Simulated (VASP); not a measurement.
## Au under changes of volume

One of the cells (17.614 Å³/atom); the others are scaled copies at fixed shape and fractional positions:

```
CELL_PARAMETERS angstrom
-1.63908 1.63908 1.63908
1.63908 -1.63908 1.63908
1.63908 1.63908 -1.63908
ATOMIC_POSITIONS crystal
Au 0.00000 0.00000 0.00000
```

This isn't the form of Au at room conditions, which is fcc.

* Program: VASP 6.6.1
* Functional: r2SCAN
* Potentials or basis: VASP PAW PBE potentials, release 64 (Au)
* Cutoff: 520 eV
* k mesh: 10 × 10 × 10
* Occupations: fermi-dirac, width 0.05 eV
* Spin: no spin polarisation

| volume (Å³/atom) | energy over the lowest point (meV/atom) | pressure (GPa) |
| --- | --- | --- |
| 16.910 | ? | ? |
| 17.262 | 3.06 | 3.1 |
| 17.614 | 0.00 | -0.1 |
| 17.966 | 3.32 | -2.9 |
| 18.319 | 12.13 | -5.3 |

Question: What does the run at 16.910 Å³/atom give?

Answer: Energy over the lowest point 13.61 meV/atom; pressure 6.7 GPa.

Worked out: A Birch-Murnaghan fit of order 2 (a polynomial in V^(-2/3)) to the other rows has its minimum at 17.60 Å³/atom with B0 = V·E''(V) = 142 GPa. It gives 12.91 meV/atom at 16.910 Å³/atom, against the run's 13.61, and -dE/dV = 6.2 GPa, against 6.7.

Energies are extrapolated to zero smearing.

Caveats: the PAW data sets were made with another functional, which shifts forces and pressure a little.
